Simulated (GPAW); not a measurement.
Crystal: PbF2 (Fluorocronite).

```
Pb F
1.0
     0.00000    2.96366    2.96366
     2.96366    0.00000    2.96366
     2.96366    2.96366    0.00000
Pb F
1 2
Direct
  0.00000 0.00000 0.00000
  0.75000 0.75000 0.75000
  0.25000 0.25000 0.25000
```

Base run:

```yaml
Program: GPAW 26.7.0
Functional: PBEsol
Potentials_or_basis: PAW data sets generated in the run's folder for this functional
Cutoff: 800 eV
Basis: pw
k_mesh: 8 × 8 × 8
Occupations: fermi-dirac, width 0.05 eV
Spin: no spin polarisation
```

Its results: band gap on the k mesh 4.23 eV, indirect (least direct gap 4.39 eV); pressure -2.5 GPa.

The run is repeated on the same cell with these changes: spin from no spin polarisation to spin-orbit coupling, no magnetisation. What comes out?

Band gap on the k mesh 3.78 eV, indirect (least direct gap 3.92 eV); pressure -2.5 GPa.

Spin-orbit coupling splits the band edges, which narrows the gap.

Caveats: spin-orbit coupling is left out, which as a rule narrows the gap of such compounds by several tenths of an eV (some runs); spin-orbit coupling was added after a scalar SCF, so levels and gaps hold it while energy, forces, pressure and moments don't (some runs); this program's spin-orbit splittings come out too wide for heavy elements (some runs).
